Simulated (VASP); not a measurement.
A run of VASP 6.6.1:

INCAR

```
SYSTEM = Si
ALGO = Normal ; EDIFF = 1E-6
ENCUT = 520 ; ISIF = 2
ISMEAR = -1 ; LASPH = .TRUE.
LCHARG = .FALSE. ; LMIXTAU = .TRUE.
LREAL = .FALSE. ; LWAVE = .FALSE.
METAGGA = RTPSS ; NELM = 60
PREC = Accurate ; SIGMA = 0.05
```

File KPOINTS:

```
k-points
0
G
  8 8 10
  0 0 0
```

The input POSCAR:

```
Si
1.0
    4.1209500000      0.0000000000      0.0000000000
   -2.0604700000      3.5688500000      0.0000000000
    0.0000000000      0.0000000000      2.6547900000
Si
2
Direct
    0.3333300000      0.6666700000      0.5000000000
    0.6666700000      0.3333300000      0.5000000000
```

File KPOINTS_OPT:

```
path GMKGALHA,LM,KH
10
line-mode
reciprocal
 0.0000000000  0.0000000000  0.0000000000  G
 0.5000000000  0.0000000000  0.0000000000  M

 0.5000000000  0.0000000000  0.0000000000  M
 0.3333333333  0.3333333333  0.0000000000  K

 0.3333333333  0.3333333333  0.0000000000  K
 0.0000000000  0.0000000000  0.0000000000  G

 0.0000000000  0.0000000000  0.0000000000  G
 0.0000000000  0.0000000000  0.5000000000  A

 0.0000000000  0.0000000000  0.5000000000  A
 0.5000000000  0.0000000000  0.5000000000  L

 0.5000000000  0.0000000000  0.5000000000  L
 0.3333333333  0.3333333333  0.5000000000  H

 0.3333333333  0.3333333333  0.5000000000  H
 0.0000000000  0.0000000000  0.5000000000  A

 0.5000000000  0.0000000000  0.5000000000  L
 0.5000000000  0.0000000000  0.0000000000  M

 0.3333333333  0.3333333333  0.0000000000  K
 0.3333333333  0.3333333333  0.5000000000  H
```

Potentials or basis: VASP PAW PBE potentials, release 64 (Si).

Launch:

```bash
$ cat potpaw_PBE.64/Si/POTCAR > POTCAR
$ mpirun -np 1 vasp_std > vasp.out
```

Hardware: 1 thread of Intel(R) Xeon(R) Platinum 8175M CPU @ 2.50GHz (Skylake/Cascade Lake), on a shared host.

Task: How long does it take, and how much memory?

Result: Run time: 3.3 min on 1 thread of Intel(R) Xeon(R) Platinum 8175M CPU @ 2.50GHz (Skylake/Cascade Lake), with other jobs on the host, peak memory 0.19 GiB. Counts: scf iterations 24, k points 126.
